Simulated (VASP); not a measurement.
# FeO (Wuestite) (Fm-3m) in VASP: settings compared, part 2 of 2

VASP 6.6.1. Earlier steps stand in the parts before.

### 3 Relaxation of cell and atoms, LDA, collinear spin, ferromagnetic start

The input, INCAR:

```
SYSTEM = FeO
  PREC = Accurate
  ENCUT = 600
  EDIFF = 1E-6
  ISMEAR = -1
  SIGMA = 0.05
  LREAL = .False.
  LASPH = .True.
  NELM = 100
  ALGO = Fast
  ISIF = 3
  LWAVE = .False.
  LCHARG = .False.
  ISPIN = 2
  MAGMOM = 3 0
  LORBIT = 11
  LMAXMIX = 4
  IBRION = 2
  NSW = 60
  EDIFFG = -0.02
```

The input, KPOINTS:

```
Automatic mesh
0
Gamma
  8 8 8
  0 0 0
```

The input, POSCAR:

```
FeO
1.0
    0.0000000000      2.1554000000      2.1554000000
    2.1554000000      0.0000000000      2.1554000000
    2.1554000000      2.1554000000      0.0000000000
Fe O
1 1
Direct
    0.0000000000      0.0000000000      0.0000000000
    0.5000000000      0.5000000000      0.5000000000
```

Potentials or basis: VASP PAW LDA potentials, release 64 (Fe, O).

Launch:

```
cat potpaw_LDA.64/Fe/POTCAR potpaw_LDA.64/O/POTCAR > POTCAR
mpirun -np 1 vasp_std > vasp.out
```

OUTCAR:

```text
SYSTEM = FeO
   PREC = Accurate
   ENCUT = 600
   EDIFF = 1E-6
   ISMEAR = -1
   LREAL = .False.
   LASPH = .True.
   NELM = 100
   ISIF = 3
   ISPIN = 2
   LORBIT = 11
   IBRION = 2
   NSW = 60
   EDIFFG = -0.02

 ion  position               nearest neighbor table
   1  0.000  0.000  0.000-   2 2.16   2 2.16   2 2.16   2 2.16   2 2.16   2 2.16
   2  0.500  0.500  0.500-   1 2.16   1 2.16   1 2.16   1 2.16   1 2.16   1 2.16

  LATTYP: Found a face centered cubic cell.
 ALAT       =     4.3108000000

  Lattice vectors:

 A1 = (   0.0000000000,   2.1554000000,   2.1554000000)
 A2 = (   2.1554000000,   0.0000000000,   2.1554000000)
 A3 = (   2.1554000000,   2.1554000000,   0.0000000000)

Analysis of symmetry for initial positions (statically):
=====================================================================
 Subroutine PRICEL returns:
 Original cell was already a primitive cell.

 Routine SETGRP: Setting up the symmetry group for a
 face centered cubic supercell.

 Subroutine GETGRP returns: Found 48 space group operations
 (whereof 48 operations were pure point group operations)
 out of a pool of 48 trial point group operations.

The static configuration has the point symmetry O_h .

Analysis of symmetry for dynamics (positions and initial velocities):
=====================================================================
 Subroutine PRICEL returns:
 Original cell was already a primitive cell.

 Routine SETGRP: Setting up the symmetry group for a
 face centered cubic supercell.

 Subroutine GETGRP returns: Found 48 space group operations
 (whereof 48 operations were pure point group operations)
 out of a pool of 48 trial point group operations.

The dynamic configuration has the point symmetry O_h .

Analysis of structural, dynamic, and magnetic symmetry:
=====================================================================
 Subroutine PRICEL returns:
 Original cell was already a primitive cell.

 Routine SETGRP: Setting up the symmetry group for a
 face centered cubic supercell.

 Subroutine GETGRP returns: Found 48 space group operations
 (whereof 48 operations were pure point group operations)
 out of a pool of 48 trial point group operations.

The overall configuration has the point symmetry O_h .

 Subroutine INISYM returns: Found 48 space group operations
[... 153 lines left out ...]
  --------------------------------------------------------------------------------------
  -------------------------------------------------------------------------------------
  Total       -1.9662247     -1.9662247     -1.9662247      0.0000000      0.0000000     -0.0000000
  in kB     -157.3004996   -157.3004996   -157.3004996      0.0000000      0.0000000     -0.0000000
  external PRESSURE =    -157.3004996 kB  Pullay stress =       0.0000000 kB
[... 95 lines left out ...]
--------------------------------------- Ionic step        4  -------------------------------------------

 number of electron      14.0000006 magnetization       3.8037365

 Free energy of the ion-electron system (eV)
  ---------------------------------------------------
  ext. energy  EPLUGINS =         0.00000000
  ---------------------------------------------------
  free energy    TOTEN  =       -16.50416367 eV

  energy without entropy =      -16.48824166  energy(sigma->0) =      -16.49620266

 E-fermi :   6.8826     XC(G=0): -13.1376

 val. band max:        6.8486632653   @ k =   0.2500   0.1250   0.0000
 cond. band min:       6.8966541800   @ k =  -0.3750   0.2500   0.1250
 fundamental gap:      0.0479909147
 Fermi energy:         6.8825650349

 spin component 1

 k-point     1 :       0.0000    0.0000    0.0000
  band No.  band energies     occupation
      1     -14.3248      1.00000
      2       2.7624      1.00000
      3       2.7624      1.00000
      4       2.7624      1.00000
      5       3.2267      1.00000
      6       3.2267      1.00000
      7       3.2267      1.00000
      8       3.5762      1.00000
      9       3.5762      1.00000
     10       7.6916      0.00000
     11      22.6061      0.00000
     12      24.7060      0.00000
     13      24.7060      0.00000
[... 356 lines left out ...]
      2      -1.8356      1.00000
      3      -0.3127      1.00000
      4       0.0261      1.00000
      5       4.0264      1.00000
      6       4.2188      1.00000
      7       4.6897      1.00000
      8       5.8038      1.00000
      9       6.5268      0.99919
     10      13.6026      0.00000
     11      15.8235      0.00000
     12      17.6794      0.00000
     13      20.8024      0.00000

 [... further k-points ...]

 spin component 2

 k-point     1 :       0.0000    0.0000    0.0000
  band No.  band energies     occupation
      1     -13.7794      1.00000
      2       3.3412      1.00000
      3       3.3412      1.00000
      4       3.3412      1.00000
      5       5.9537      1.00000
      6       5.9537      1.00000
      7       5.9537      1.00000
      8       6.7546      0.92824
      9       6.7546      0.92821
     10       8.4333      0.00000
     11      22.8430      0.00000
     12      25.7733      0.00000
     13      25.7733      0.00000
[... 397 lines left out ...]
  FREE ENERGIE OF THE ION-ELECTRON SYSTEM (eV)
  ---------------------------------------------------
  free  energy   TOTEN  =       -16.5041636692 eV

  energy  without entropy=      -16.4882416586  energy(sigma->0) =      -16.49620266

 reached required accuracy - stopping structural energy minimisation

 total charge

# of ion       s       p       d       tot
------------------------------------------
    1        0.319   0.430   6.200   6.948
    2        1.543   3.453   0.000   4.996
--------------------------------------------------
tot          1.862   3.882   6.200  11.944

 magnetization (x)

# of ion       s       p       d       tot
------------------------------------------
    1        0.025   0.024   3.372   3.421
    2        0.033   0.257   0.000   0.290
--------------------------------------------------
tot          0.059   0.280   3.372   3.711
```

Run time: 34 s. Hardware: 1 thread of Intel Xeon Platinum 8259CL at 2.50GHz (Skylake/Cascade Lake), shared host; peak memory 0.15 GiB.

What came out:

| Quantity | Value |
| --- | --- |
| Free energy | -16.5042 eV |
| Relaxed volume | 9.13 Å³/atom |
| Relaxed cell | a = 2.956 Å, b = 2.956 Å, c = 2.956 Å, α = 60.00°, β = 60.00°, γ = 60.00° |
| Space group after relaxing (to 0.05 Å) | Fm-3m (No. 225) |
| Energy gained by relaxing | 47.5 meV/atom |
| Ionic steps | 4 |
| Pressure after relaxing | -0.2 GPa |
| Band gap on the k mesh | none (metal or under the smearing width) |
| Net moment | 3.80 μB per cell |
| Site moments | Fe +3.42; O +0.29 μB |
| Valence electrons inside the program's atomic spheres | Fe 6.95; O 5.00 |

The path:
```
step  energy change (eV)  largest force (eV/Å)  pressure (GPa)  volume (Å³)
   1              0.0000                0.0000          -15.73        20.03
   2             -0.0678                0.0000            8.40        17.31
   3             -0.0950                0.0000            0.58        18.21
   4             -0.0951                0.0000           -0.18        18.26
```

Final structure:
```
Fe O
1.0
     0.00000    2.09016    2.09016
     2.09016    0.00000    2.09016
     2.09016    2.09016    0.00000
Fe O
1 1
Direct
  0.00000 0.00000 0.00000
  0.50000 0.50000 0.50000
```

Caveat: a cell with one magnetic atom can't hold antiferromagnetic order, which such compounds often take; semilocal functionals often make such compounds metallic where correlation or magnetic order opens a gap, which also shifts bond lengths. Zero-point motion and thermal expansion aren't in these numbers.

### 4 Relaxation of cell and atoms, PBE, collinear spin, ferromagnetic start

Edit INCAR of step 3 so:

```diff
@@ -17,2 +17,3 @@
   LMAXMIX = 4
+  GGA = PE
   IBRION = 2
```

KPOINTS is that of step 3.

POSCAR is that of step 3.

Potentials or basis: VASP PAW PBE potentials, release 64 (Fe, O).

Launch:

```
cat potpaw_PBE.64/Fe/POTCAR potpaw_PBE.64/O/POTCAR > POTCAR
mpirun -np 1 vasp_std > vasp.out
```

OUTCAR:

```text
SYSTEM = FeO
   PREC = Accurate
   ENCUT = 600
   EDIFF = 1E-6
   ISMEAR = -1
   LREAL = .False.
   LASPH = .True.
   NELM = 100
   ISIF = 3
   ISPIN = 2
   LORBIT = 11
   GGA = PE
   IBRION = 2
   NSW = 60
   EDIFFG = -0.02

 ion  position               nearest neighbor table
   1  0.000  0.000  0.000-   2 2.16   2 2.16   2 2.16   2 2.16   2 2.16   2 2.16
   2  0.500  0.500  0.500-   1 2.16   1 2.16   1 2.16   1 2.16   1 2.16   1 2.16

  LATTYP: Found a face centered cubic cell.
 ALAT       =     4.3108000000

  Lattice vectors:

 A1 = (   0.0000000000,   2.1554000000,   2.1554000000)
 A2 = (   2.1554000000,   0.0000000000,   2.1554000000)
 A3 = (   2.1554000000,   2.1554000000,   0.0000000000)

Analysis of symmetry for initial positions (statically):
=====================================================================
 Subroutine PRICEL returns:
 Original cell was already a primitive cell.

 Routine SETGRP: Setting up the symmetry group for a
 face centered cubic supercell.

 Subroutine GETGRP returns: Found 48 space group operations
 (whereof 48 operations were pure point group operations)
 out of a pool of 48 trial point group operations.

The static configuration has the point symmetry O_h .

Analysis of symmetry for dynamics (positions and initial velocities):
=====================================================================
 Subroutine PRICEL returns:
 Original cell was already a primitive cell.

 Routine SETGRP: Setting up the symmetry group for a
 face centered cubic supercell.

 Subroutine GETGRP returns: Found 48 space group operations
 (whereof 48 operations were pure point group operations)
 out of a pool of 48 trial point group operations.

The dynamic configuration has the point symmetry O_h .

Analysis of structural, dynamic, and magnetic symmetry:
=====================================================================
 Subroutine PRICEL returns:
 Original cell was already a primitive cell.

[... 539 lines left out ...]
      4      -0.2392      1.00000
      5       2.9547      1.00000
      6       3.1314      1.00000
      7       3.5818      1.00000
      8       4.5483      1.00000
      9       5.2802      1.00000
     10      12.4749      0.00000
     11      14.2175      0.00000
     12      16.3893      0.00000
     13      19.2779      0.00000

 [... further k-points ...]

 spin component 2

 k-point     1 :       0.0000    0.0000    0.0000
  band No.  band energies     occupation
      1     -13.9889      1.00000
      2       2.9611      1.00000
      3       2.9611      1.00000
      4       2.9611      1.00000
      5       5.4680      1.00000
      6       5.4682      1.00000
      7       5.4682      1.00000
      8       6.3949      0.02357
      9       6.3952      0.02341
     10       7.0930      0.00000
     11      21.6213      0.00000
     12      24.1238      0.00000
     13      24.1238      0.00000
[... 356 lines left out ...]
      2      -1.0889      1.00000
      3       0.5751      1.00000
      4       1.1009      1.00000
      5       6.2716      0.22106
      6       6.4128      0.01657
      7       6.8211      0.00000
      8       7.9227      0.00000
      9       8.5566      0.00000
     10      13.2152      0.00000
     11      15.4043      0.00000
     12      17.2920      0.00000
     13      20.2275      0.00000

 [... further k-points ...]

------------------------ aborting loop because EDIFF is reached ----------------------------------------

  FORCE on cell =-STRESS in cart. coord.  units (eV):
  Direction    XX          YY          ZZ          XY          YZ          ZX
  --------------------------------------------------------------------------------------
  -------------------------------------------------------------------------------------
  Total       -0.0231606     -0.0231606     -0.0231606     -0.0000000      0.0000000      0.0000000
  in kB       -1.8528806     -1.8528806     -1.8528806     -0.0000000      0.0000000      0.0000000
  external PRESSURE =      -1.8528806 kB  Pullay stress =       0.0000000 kB

 VOLUME and BASIS-vectors are now :
 -----------------------------------------------------------------------------
  energy-cutoff  :      600.00
  volume of cell :       20.03
      direct lattice vectors                 reciprocal lattice vectors
     0.000000000  2.155400000  2.155400000    -0.231975503  0.231975503  0.231975503
     2.155400000  0.000000000  2.155400000     0.231975503 -0.231975503  0.231975503
     2.155400000  2.155400000  0.000000000     0.231975503  0.231975503 -0.231975503

 POSITION                                       TOTAL-FORCE (eV/Angst)
 -----------------------------------------------------------------------------------
      0.00000      0.00000      0.00000         0.000000     -0.000000      0.000000
      2.15540      2.15540      2.15540         0.000000      0.000000      0.000000
 -----------------------------------------------------------------------------------
    total drift:                                0.000000     -0.000000      0.000000

  FREE ENERGIE OF THE ION-ELECTRON SYSTEM (eV)
  ---------------------------------------------------
  free  energy   TOTEN  =       -14.9367247082 eV

  energy  without entropy=      -14.9231190153  energy(sigma->0) =      -14.92992186

 reached required accuracy - stopping structural energy minimisation

 total charge

# of ion       s       p       d       tot
------------------------------------------
    1        0.287   0.358   6.086   6.732
    2        1.553   3.440   0.000   4.993
--------------------------------------------------
tot          1.840   3.798   6.086  11.724

 magnetization (x)

# of ion       s       p       d       tot
------------------------------------------
    1        0.027   0.021   3.570   3.619
    2        0.030   0.271   0.000   0.301
--------------------------------------------------
tot          0.057   0.292   3.570   3.920
```

OSZICAR:

```text
N       E                     dE             d eps       ncg     rms          rms(c)
DAV:   1     0.883400723804E+02    0.88340E+02   -0.77578E+03  1548   0.138E+03
DAV:   2    -0.101213145393E+02   -0.98461E+02   -0.86753E+02  1621   0.273E+02
DAV:   3    -0.172745987446E+02   -0.71533E+01   -0.68343E+01  1703   0.828E+01
DAV:   4    -0.173568195472E+02   -0.82221E-01   -0.82140E-01  1678   0.880E+00
DAV:   5    -0.173576398735E+02   -0.82033E-03   -0.82032E-03  1693   0.926E-01    0.176E+01
RMM:   6    -0.155595082001E+02    0.17981E+01   -0.11715E+01  1516   0.420E+01    0.226E+01
RMM:   7    -0.149680863265E+02    0.59142E+00   -0.17900E+00  1514   0.196E+01    0.100E+01
RMM:   8    -0.149537545513E+02    0.14332E-01   -0.88162E-02  1523   0.250E+00    0.551E+00
RMM:   9    -0.149344107877E+02    0.19344E-01   -0.34179E-02  1526   0.172E+00    0.125E+00
RMM:  10    -0.149363556206E+02   -0.19448E-02   -0.11950E-02  1540   0.150E+00    0.276E-01
RMM:  11    -0.149366403430E+02   -0.28472E-03   -0.20088E-03  1544   0.452E-01    0.130E-01
RMM:  12    -0.149366940352E+02   -0.53692E-04   -0.10809E-04  1528   0.150E-01    0.623E-02
RMM:  13    -0.149367388376E+02   -0.44802E-04   -0.13595E-04  1516   0.136E-01    0.674E-02
RMM:  14    -0.149367271096E+02    0.11728E-04   -0.11232E-05  1495   0.478E-02    0.157E-02
RMM:  15    -0.149367239533E+02    0.31563E-05   -0.66092E-06  1483   0.336E-02    0.807E-03
RMM:  16    -0.149367247082E+02   -0.75490E-06   -0.38544E-06  1286   0.250E-02
   1 F= -.14936725E+02 E0= -.14929922E+02  d E =-.149367E+02  mag=     4.0007
```

CONTCAR:

```text
FeO
   1.00000000000000
     0.0000000000000000    2.1554000000000002    2.1554000000000002
     2.1554000000000002    0.0000000000000000    2.1554000000000002
     2.1554000000000002    2.1554000000000002    0.0000000000000000
  Fe              O
     1     1
Direct
     0.0000000000000000    0.0000000000000000    0.0000000000000000
     0.5000000000000000    0.5000000000000000    0.5000000000000000

  0.00000000E+00  0.00000000E+00  0.00000000E+00
  0.00000000E+00  0.00000000E+00  0.00000000E+00
```

Wall time 15 s (1 thread of Intel Xeon Platinum 8259CL at 2.50GHz (Skylake/Cascade Lake), shared host); peak memory 0.15 GiB.

Results:

| Quantity | Value |
| --- | --- |
| Free energy | -14.9367 eV |
| Pressure after relaxing | -0.2 GPa |
| Band gap on the k mesh | none (metal or under the smearing width) |
| Net moment | 4.00 μB per cell |
| Site moments | Fe +3.62; O +0.30 μB |
| Valence electrons inside the program's atomic spheres | Fe 6.73; O 4.99 |

Final structure:
```
Fe O
1.0
     0.00000    2.15540    2.15540
     2.15540    0.00000    2.15540
     2.15540    2.15540    0.00000
Fe O
1 1
Direct
  0.00000 0.00000 0.00000
  0.50000 0.50000 0.50000
```

Caveat: the relaxation stopped at its first step, so nothing moved; a cell with one magnetic atom can't hold antiferromagnetic order, which such compounds often take; semilocal functionals often make such compounds metallic where correlation or magnetic order opens a gap, which also shifts bond lengths.

### 5 The reference run

An earlier run on the cell as given: functional PBE; potentials or basis VASP PAW PBE potentials, release 64 (Fe, O); cutoff 520 eV; k mesh 11 × 11 × 11; occupations fermi-dirac, width 0.05 eV; collinear spin, ferromagnetic start; starting moments [3.0, 0.0] μB.

* Pressure: -0.1 GPa
* Band gap on the k mesh: none (metal or under the smearing width)
* Net moment: 4.00 μB per cell
* Site moments: Fe +3.62; O +0.30 μB
* Valence electrons inside the program's atomic spheres: Fe 6.73; O 4.99

### 6 Overview

| task | level | potentials or basis | cell | k mesh | cutoff (eV) | gap on the mesh (eV) | pressure (GPa) | moment (μB) |
| --- | --- | --- | --- | --- | --- | --- | --- | --- |
| relaxation of cell and atoms | LDA | VASP PAW LDA potentials, release 64 (Fe, O) | relaxed | 8 × 8 × 8 | 600 | none | -0.2 | 3.80 |
| relaxation of cell and atoms | PBE | VASP PAW PBE potentials, release 64 (Fe, O) | relaxed | 8 × 8 × 8 | 600 | none | -0.2 | 4.00 |
| single point | PBE | VASP PAW PBE potentials, release 64 (Fe, O) | as given | 11 × 11 × 11 | 520 | none | -0.1 | 4.00 |

Alike in all rows: spin collinear, ferromagnetic start; smearing fermi-dirac 0.05 eV.

Caveats: a cell with one magnetic atom can't hold antiferromagnetic order, which such compounds often take; semilocal functionals often make such compounds metallic where correlation or magnetic order opens a gap, which also shifts bond lengths; the relaxation stopped at its first step, so nothing moved (some runs).

Total energies depend on the potentials used, so only differences within one code and one set of settings carry meaning.
